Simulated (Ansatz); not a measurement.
InAs:

```xyz
2
Lattice="0.0000 3.0180 3.0180 3.0180 0.0000 3.0180 3.0180 3.0180 0.0000" Properties=species:S:1:pos:R:3 pbc="T T T"
In    0.0000    0.0000    0.0000
As    4.5270    4.5270    4.5270
```

* Program: Ansatz 0.2.0
* Task: relaxation of cell and atoms
* Functional: RPBE
* Potentials or basis: Ansatz PAW
* Cutoff: 420 eV (not typed: the program's choice for these potentials)
* k mesh: 8 × 8 × 8
* Occupations: fermi-dirac, width 0.05 eV
* Spin: no spin polarisation

At the start: volume 27.49 Å³/atom.

**Question.** How do energy, volume and symmetry change on relaxing?

**Answer.** It ends after 5 steps and the volume is 30.59 Å³/atom (+11.3 %); space group F-43m (No. 216, to 0.05 Å).

The path:
```tsv
step	energy change (eV)	largest force (eV/Å)	volume (Å³)
1	0.0000	0.0000	54.98
2	-0.0985	0.0000	62.82
3	-0.1041	0.0000	61.50
4	-0.1044	0.0000	61.19
5	-0.1057	0.0000	61.19
```

Final structure:
```xyz
2
Lattice="0.0000 3.1276 3.1276 3.1276 0.0000 3.1276 3.1276 3.1276 0.0000" Properties=species:S:1:pos:R:3 pbc="T T T"
In    0.0000    0.0000    0.0000
As    4.6914    4.6914    4.6914
```

Caveat: the plane-wave basis is chosen anew once the cell has moved, so the energies of steps on either side of that aren't comparable; the volume moved by +11 % from the deposited cell, more than functionals usually miss; the PAW data sets come from PBE, with cores solved anew for the run's functional, which leaves a small shift of forces and pressure.
